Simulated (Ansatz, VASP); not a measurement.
## ZnS: programs and potentials compared

The starting cell:

```
Zn S
1.0
     3.82270    0.00000    0.00000
    -1.91135    3.31056    0.00000
     0.00000    0.00000   12.52000
Zn S
4 4
Direct
  0.66667 0.33333 0.75000
  0.33333 0.66667 0.25000
  0.00000 0.00000 0.50000
  0.00000 0.00000 0.00000
  0.66667 0.33333 0.93750
  0.33333 0.66667 0.43750
  0.00000 0.00000 0.68750
  0.00000 0.00000 0.18750
```

Alike in all runs: task relaxation of cell and atoms; functional PBE; k mesh 8 × 8 × 3; occupations fermi-dirac, width 0.05 eV; no spin polarisation; no spin-orbit coupling.

| program and potentials | plane-wave cutoff (eV) | notes | equilibrium volume (Å³/atom) |
| --- | --- | --- | --- |
| Ansatz, Ansatz PAW | 420 | - | 20.17 |
| VASP, PBE PAW files S, Zn, 600 eV | 600 | - | 20.20 |
| VASP, PBE PAW files S, Zn, 580 eV | 580 | - | 20.22 |
| VASP, PBE PAW files S, Zn, release 54, 580 eV | 580 | - | 20.21 |
| VASP, PBE PAW files S, Zn, release 54, 600 eV | 600 | - | 20.20 |
| VASP, PBE PAW files S_GW, Zn_GW, 630 eV | 630 | - | 20.19 |
| VASP, PBE PAW files S_h, Zn, 980 eV | 980 | - | 20.23 |

The equilibrium volume spans 20.17 (Ansatz, Ansatz PAW) to 20.23 Å³/atom (VASP, PBE PAW files S_h, Zn, 980 eV). Relaxations stop with a little pressure left, so the last digit of a volume isn't settled.

Differences between rows come from potentials, basis sets and numerical settings, since the functional is the same but for its coding. Runs on potential files found faulty are left out.

The programs and potentials give practically the same volume for this ZnS polytype, whose layers mix cubic and hexagonal stacking. Neither a higher cutoff nor a harder sulfur potential produces a systematic shift that could be separated from the scatter. The close agreement suggests that all the potentials describe the polar-covalent bonds between Zn 4s/4p and S 3p states, and the closed Zn 3d shell beneath them, about equally well.

Every relaxed volume is larger than that of the starting cell, which is itself close to the measured density of ZnS. This expansion is the familiar underbinding of PBE in tetrahedral semiconductors, where the gradient correction weakens the bonds relative to the local density approximation. Because the error is common to all rows, their agreement speaks for numerical consistency and not for accuracy against experiment. Nor does it carry over to the energy order of the ZnS polytypes, which share the same local tetrahedra and differ only subtly through more distant neighbours.
